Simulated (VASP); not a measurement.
Input:

```
BeO
1.0
    1.34643    -2.33208     0.00000
    1.34643     2.33208     0.00000
    0.00000     0.00000     4.37270
Be O
2 2
Cartesian
  1.34643  -0.77736   2.18639
  1.34643   0.77736   0.00004
  1.34643  -0.77736   3.83919
  1.34643   0.77736   1.65284
```

Calculation: r2SCAN meta-GGA, VASP's PBE PAW potentials (set 64) (plane waves; VASP 6.6.1). Numerical set-up: 520 eV cut-off, 12×12×7 Γ-centred mesh, Gaussian smearing of 0.010 eV, potentials Be O.

Problem. Estimate the energy per atom (σ→0), band gap (on the k-mesh) with the smallest direct gap where there is one.

Solution. 
```
Item                                          Value
-----------------------------------  --------------
band gap (on the k-mesh)                    8.54 eV
smallest direct gap (on the k-mesh)         8.54 eV
energy per atom (σ→0)                -8.147 eV/atom
```

The absolute energy has meaning only against runs of the same code, potentials and settings.

The compound is BeO in the wurtzite structure. It was relaxed first.
